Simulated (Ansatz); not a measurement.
Crystal: C.

```xyz
2
Lattice="0.0000 1.7834 1.7834 1.7834 0.0000 1.7834 1.7834 1.7834 0.0000" Properties=species:S:1:pos:R:3 pbc="T T T"
C     2.6751    2.6751    2.6751
C     1.7834    1.7834    1.7834
```

This isn't the form of C at room conditions, which is graphite.

Base run:

* Program: Ansatz 0.2.0
* Functional: revPBE
* Potentials or basis: all-electron LAPW, scalar-relativistic
* Cutoff: 448 eV (chosen from the basis error)
* Basis error allowed: 0.001 eV/atom
* k mesh: 13 × 13 × 13
* Occupations: fermi-dirac, width 0.05 eV
* Spin: no spin polarisation

Its results: band gap on the k mesh 4.14 eV, indirect (least direct gap 5.60 eV); pressure 6.4 GPa.

**Question.** The run is repeated on the same cell with these changes: functional from revPBE to PBE; occupations from fermi-dirac, width 0.05 eV to gaussian, width 0.018 eV. What comes out?

**Answer.** Band gap on the k mesh 4.15 eV, indirect (least direct gap 5.60 eV); pressure 1.8 GPa.

Caveats: an odd mesh through Γ misses points on the zone boundary, where band edges often lie (some runs).
